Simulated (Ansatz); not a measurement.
Here is an Ansatz 0.2.0 calculation.

File input.yaml:

```yaml
crystal:
  lattice:
    - [1.4021288975, 0.8095194964, 6.9742947559]
    - [-1.4021288975, 0.8095194964, 6.9742947559]
    - [0.0, -1.6190389928, 6.9742947559]
  atoms:
    - { symbol: Ni, spin: 1.0, position_ang: [0.0, 0.0, 0.0] }
    - { symbol: O, position_ang: [0.0, 0.0, 7.925358409] }
    - { symbol: O, position_ang: [0.0, 0.0, 12.997525859] }
hamiltonian:
  xc: pbesol
  pseudopotentials: { kind: paw, source: jth, xc_functional: pbe }
  dispersion: d3bj
  hubbard:
    sites: [{ species: Ni, l: d, u_eff: 3.5 }]
    projectors: atomic
    double_counting: amf
magnetization:
  spin_polarized: true
kpoints:
  mp_grid: { grid: [11, 11, 11] }
scf:
  occupations: { method: tetrahedron }
output:
  forces: true
  stress: true
  xc_energy_on_converged_density: [lda, pbe, rpbe, revpbe, blyp, r2scan]
  write_density: true
  write_potential: true
  elf: true
  volumetric_format: npy
```

Potentials or basis: JTH PAW.

Run with:

```bash
$ ansatz run input.yaml --threads 2 --pin off --max-ram 5120MiB --backend cpu --events-out ev --progress --plain --runs-dir out
```

**Question.** Estimate the band gap on the k mesh.

**Answer.** 1.72 eV, indirect (least direct gap 1.90 eV).

**Question.** Predict the largest force.

**Answer.** 0.381 eV/Å.

**Question.** What does it give for the net moment?

**Answer.** 0.00 μB per cell.

Stress tensor (GPa, compression positive):
```
-3.78  0.00  0.00
 0.00 -3.78  0.00
 0.00  0.00 -3.00
```

Caveat: the magnetic or orbital state may not be the lowest; odd divisions of the mesh miss points on the zone boundary, where band edges often lie, so the gap on the mesh can be too wide; with tetrahedron occupations forces and stress needn't match the slope of the energy; the starting moments weren't kept. The state reached can hang on the start; a lower one may exist.
